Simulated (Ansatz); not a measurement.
Geometry optimisation in Ansatz: input, command and trajectory.

```yaml
crystal:
  lattice:
    - [3.1367170597, 0.0, 0.0]
    - [0.0, 3.1763220731, 0.0]
    - [0.0, 0.0, 3.1763220731]
  atoms:
    - { symbol: W, position: [0.0, 0.0, 0.0] }
    - { symbol: W, position: [0.5, 0.5, 0.5] }
basis:
  ecutwfc: 500
kpoints:
  mp_grid: { grid: [16, 16, 16] }
hamiltonian:
  xc: r2scan
scf:
  occupations: { method: gaussian, width: 0.1 }
output:
  forces: true
  stress: true
  eigenvalues: true
relax:
  adjacent_minimum: "off"
  f_tol: 0.008
  max_steps: 40
  cell: { stress_tol: 0.015, fix: [a, angles] }
```

```bash
ansatz run input.yaml --threads 1 --pin off --max-ram 2560MiB --backend cpu --events-out ev --progress --plain --runs-dir out
```

Level of theory: Ansatz 0.2.0, DFT r2SCAN, scalar-relativistic, plane waves, PAW.

Of 4 frames 3 are shown, positions in Å and forces in eV/Å; the SCF threshold varies from step to step. Steps run on the plane waves of an earlier cell, with a Pulay correction in the pressure. The basis is chosen afresh for the last frame, the zero of the energies, and at times for earlier ones too; energy and pressure step there, also at an unchanged geometry. The mark taken_back stands on steps that the optimiser undid.

```xyz
2
Lattice="3.1367 0.0000 0.0000 0.0000 3.1763 0.0000 0.0000 0.0000 3.1763" Properties=species:S:1:pos:R:3:forces:R:3 pbc="T T T" step=1 free_energy_over_end_meV_per_atom=0.04 pressure_GPa=1.81
W     0.0000    0.0000    0.0000    0.0000    0.0000    0.0000
W     1.5684    1.5882    1.5882    0.0000    0.0000    0.0000
2
Lattice="3.1367 0.0000 0.0000 0.0000 3.1853 0.0000 0.0000 0.0000 3.1853" Properties=species:S:1:pos:R:3:forces:R:3 pbc="T T T" step=2 free_energy_over_end_meV_per_atom=0.38 pressure_GPa=0.00 taken_back
W     0.0000    0.0000    0.0000    0.0000    0.0000    0.0000
W     1.5684    1.5926    1.5926    0.0000    0.0000    0.0000
2
Lattice="3.1367 0.0000 0.0000 0.0000 3.1786 0.0000 0.0000 0.0000 3.1786" Properties=species:S:1:pos:R:3:forces:R:3 pbc="T T T" step=4 free_energy_over_end_meV_per_atom=0.00 pressure_GPa=1.35
W     0.0000    0.0000    0.0000    0.0000    0.0000    0.0000
W     1.5684    1.5893    1.5893    0.0000    0.0000    0.0000
```

It took 87 s on 1 thread of Arm Neoverse V2 (shared host), peak memory 0.57 GiB.

Spin–orbit coupling is left out, which can shift energies with elements as heavy as these.